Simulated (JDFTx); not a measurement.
Runs of JDFTx 1.7.0 (patched build) on Ir. Symmetry: Fm-3m, No. 225, cubic system. The conventional cell has a = 3.831 Å, b = 3.831 Å, c = 3.831 Å, α = 90.00°, β = 90.00°, γ = 90.00°. Around Ir (site symmetry m-3m) lie 12 Ir at 2.71 Å. 

```csv
task,potentials or basis,spin,cell,cutoff (eV),max SCF steps,SCF threshold on the energy,solver of the electrons,further solve for the empty bands,band ratio of the Davidson solver,gap on the mesh (eV),pressure (GPa),relaxed volume (Å³/atom)
single point,PseudoDojo-FR-PBE-0.4-standard with smoothed tails,"SOC, no magnetisation",as given,925,100,1e-08 Ha,scf,yes,-,none,11.6,-
relaxation of cell and atoms,SPMS-PBE-1.0 with smoothed tails,off,relaxed,1088,100,1e-09 Ha,scf,no,-,none,0.0,14.46
relaxation of cell and atoms,PseudoDojo-SR-PBE-0.5-standard with smoothed tails,off,relaxed,925,100,1e-09 Ha,scf,no,-,none,0.0,14.45
relaxation of cell and atoms,SG15-PBE-1.2 with smoothed tails,off,relaxed,1088,100,1e-09 Ha,scf,no,-,none,0.0,14.46
relaxation of cell and atoms,PseudoDojo-SR-PBE-0.5-stringent with smoothed tails,off,relaxed,925,100,1e-09 Ha,scf,no,-,none,0.0,14.45
single point,PseudoDojo-SR-PBE-0.4.1-standard with smoothed tails,off,as given,925,100,1e-09 Ha,scf,yes,-,none,(a),-
relaxation of cell and atoms,Ansatz-NC-SR-PBE with smoothed tails,off,relaxed,925,100,1e-09 Ha,scf,no,-,none,0.0,14.48
```

Alike in all rows: level PBE; k mesh 12 × 12 × 12; smearing fermi-dirac 0.05 eV.

Fill in the values left out.

(a) 10.3.

A k mesh can miss the band edges, and rows without SOC leave out spin-orbit coupling on Ir.

A gap of «none» marks a metal or a gap under the smearing width.
